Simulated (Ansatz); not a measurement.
# Mg2Si: how the settings move a relaxation

Question: which choices in the input matter for Mg2Si?

The COD entry's cell or inner coordinates are ideal or old and differ from later refinements, so a difference from it is no clean test against experiment.

Program: Ansatz 0.2.0. Level of theory: reference: DFT, LDA, PAW with Ansatz's default frozen-core files, scalar-relativistic; relaxation of cell and atoms. These are calculated values, not measurements.

1 further run of the same task is left out (set aside as unsound or not needed).

**1. The structure to begin with**

Symmetry: Fm-3m, No. 225, cubic system. Conventional cell: a = 6.260 Å, b = 6.260 Å, c = 6.260 Å, α = 90.00°, β = 90.00°, γ = 90.00°. Mg (site symmetry -43m) is surrounded by 4 Si at 2.71 Å. Si (site symmetry m-3m) is surrounded by 8 Mg at 2.71 Å.

Structure file:

```cif
data_structure
_symmetry_space_group_name_H-M 'P 1'
_symmetry_Int_Tables_number 1
_cell_length_a 4.4267
_cell_length_b 4.4267
_cell_length_c 4.4267
_cell_angle_alpha 60.000
_cell_angle_beta 60.000
_cell_angle_gamma 60.000
_cell_volume 61.34
loop_
_atom_site_label
_atom_site_type_symbol
_atom_site_fract_x
_atom_site_fract_y
_atom_site_fract_z
_atom_site_occupancy
Mg1 Mg 0.25000 0.25000 0.25000 1
Mg2 Mg 0.75000 0.75000 0.75000 1
Si1 Si 0.00000 0.00000 0.00000 1
```

**2. Baseline**

input.yaml reads:

```yaml
crystal:
  lattice:
    - [0.0, 3.1301261338, 3.1301261338]
    - [3.1301261338, 0.0, 3.1301261338]
    - [3.1301261338, 3.1301261338, 0.0]
  atoms:
    - { symbol: Mg, position: [0.25, 0.25, 0.25] }
    - { symbol: Mg, position: [0.75, 0.75, 0.75] }
    - { symbol: Si, position: [0.0, 0.0, 0.0] }
kpoints:
  mp_grid: { grid: [10, 10, 10] }
scf:
  occupations: { method: fermi_dirac, width: 0.05 }
hamiltonian:
  xc: lda
  pseudopotentials: { kind: paw }
relax:
  f_tol: 0.002
  max_steps: 80
  cell: { p_target: 10 }
output:
  forces: true
  stress: true
```

Command:

```
ansatz run input.yaml --threads 2 --pin off --max-ram 5120MiB --backend cpu --events-out ev --progress --plain --runs-dir out
```

**3. Variant: accuracy high, ecutwfc 350 eV**

Edit input.yaml of step 2 so:

```diff
@@ -23 +23,4 @@
   stress: true
+accuracy: high
+basis:
+  ecutwfc: "350 eV"
```

Before running it: what results should come out? Wanted: for each run, ending; energy change; pressure; gap; force.

The runs gave:

| run | ending | energy change | pressure (GPa) | gap (eV) | force (eV/Å) | cycles | time |
| --- | --- | --- | --- | --- | --- | --- | --- |
| reference | converged | 0 | 10.0 | 0.00 | 0.00 | 22 | 3.1 s |
| 1: accuracy high, ecutwfc 350 eV | converged | +3.2 meV/atom | 10.0 | 0.00 | 0.00 | 30 | 3.7 s |

Changing the accuracy level and cutoff moves the energy by +3.2 meV/atom. The log warns that the cutoff is under what these potentials recommend, so the shift holds truncation error. Run 1 ran under the cutoff that the potentials recommend, as the log warns, so basis error is mixed into its values.
